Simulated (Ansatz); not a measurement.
HfC:

```xyz
2
Lattice="-1.3967 2.4972 1.8473 1.3967 -2.4972 1.8473 1.3967 2.4972 -1.8473" Properties=species:S:1:pos:R:3 pbc="T T T"
Hf    0.0000    0.0000    3.6382
C     0.0000    2.4972    0.6630
```

The cell was built by a generator and needn't be a form met in nature.

```yaml
Program: Ansatz 0.2.0
Task: relaxation of cell and atoms
Functional: PBEsol
Potentials_or_basis: Ansatz PAW
Cutoff: "420 eV (not typed: the program's choice for these potentials)"
k_mesh: 12 × 12 × 12
Occupations: fermi-dirac, width 0.05 eV
Spin: no spin polarisation
```

At the start: volume 12.89 Å³/atom.

**Question.** How do energy, volume and symmetry change on relaxing?

**Answer.** It ends after 10 steps and the volume is 12.22 Å³/atom (-5.1 %); space group Fm-3m (No. 225, to 0.05 Å).

The path:
```csv
step,energy change (eV),largest force (eV/Å),volume (Å³)
1,0.0000,11.2654,25.77
2,-2.2598,5.3807,26.33
3,-3.5185,3.1697,24.86
4,-4.1217,1.6592,23.56
5,-4.3229,0.0023,24.40
6,-4.3237,0.0005,24.42
7,-4.3237,0.0000,24.42
8,-4.3354,0.0001,24.42
9,-4.3358,0.0002,24.45
10,-4.3358,0.0002,24.45
```

Final structure:
```cif
data_structure
_symmetry_space_group_name_H-M 'P 1'
_symmetry_Int_Tables_number 1
_cell_length_a 3.2578
_cell_length_b 3.2578
_cell_length_c 3.2578
_cell_angle_alpha 120.006
_cell_angle_beta 89.999
_cell_angle_gamma 119.995
_cell_volume 24.45
loop_
_atom_site_label
_atom_site_type_symbol
_atom_site_fract_x
_atom_site_fract_y
_atom_site_fract_z
_atom_site_occupancy
Hf1 Hf 0.08208 0.08208 0.00000 1
C1 C 0.58209 0.08209 0.50000 1
```

Caveat: the plane-wave basis is chosen anew once the cell has moved, so the energies of steps on either side of that aren't comparable; the PAW data sets come from PBE, with cores solved anew for the run's functional, which leaves a small shift of forces and pressure.
